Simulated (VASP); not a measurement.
A run of VASP 6.6.1 is set up as follows.

The input POSCAR:

```
Sb
1.0
    3.1224020000      0.0000000000      0.0000000000
    0.0000000000      4.3475180000      0.0000000000
   -0.0389150000      0.0000000000      4.4058520000
Sb
2
Direct
    0.0113890000      0.2500000000      0.2411660000
    0.9886110000      0.7500000000      0.7588340000
```

The input INCAR.step1:

```
ALGO     = Normal         # electronic algorithm
EDIFF    = 1E-5           # SCF threshold, eV
ENCUT    = 520            # plane-wave cutoff, eV
GGA      = PE             # functional
ISIF     = 2              # what is computed and relaxed
ISMEAR   = -1             # smearing method
LASPH    = True           # aspherical terms in the spheres
LCHARG   = False          # write CHGCAR
LREAL    = False          # projectors in reciprocal space
LWAVE    = True           # write WAVECAR
NELM     = 80             # most SCF steps
PREC     = Accurate       # precision mode
SIGMA    = 0.05           # smearing width, eV
```

INCAR.step2

```
AEXX     = 0.2            # exact-exchange fraction
ALGO     = Normal         # electronic algorithm
EDIFF    = 1E-6           # SCF threshold, eV
ENCUT    = 520            # plane-wave cutoff, eV
GGA      = PE             # functional
HFRCUT   = -1           
ISIF     = 2              # what is computed and relaxed
ISMEAR   = -1             # smearing method
ISTART   = 1            
LASPH    = True           # aspherical terms in the spheres
LCHARG   = False          # write CHGCAR
LHFCALC  = True           # exact exchange
LREAL    = False          # projectors in reciprocal space
LWAVE    = False          # write WAVECAR
NELM     = 80             # most SCF steps
PREC     = Accurate       # precision mode
PRECFOCK = Fast         
SIGMA    = 0.05           # smearing width, eV
```

The input KPOINTS:

```
k-points
0
Gamma
  5 3 3
```

Potentials or basis: VASP PAW PBE potentials, release 64 (Sb).

Run with:

```bash
$ cat potpaw_PBE.64/Sb/POTCAR > POTCAR
$ cp INCAR.step1 INCAR
$ mpirun -np 1 vasp_std > vasp.out
$ cp INCAR.step2 INCAR
$ mpirun -np 1 vasp_std > vasp.out
```

**Question.** Estimate the pressure.

**Answer.** -1.6 GPa.

**Question.** Predict the band gap on the k mesh.

**Answer.** None (metal or under the smearing width).

Stress tensor (GPa, compression positive):
```
 2.88  0.00  0.02
 0.00 -3.90  0.00
 0.02  0.00 -3.70
```

Caveat: the k mesh is coarse (spacing up to 0.48 Å⁻¹), so the values aren't converged, least of all with exact exchange; the PAW data sets were made with another functional, which shifts forces and pressure a little. The run has no spin-orbit coupling, so splittings on Sb are missing.
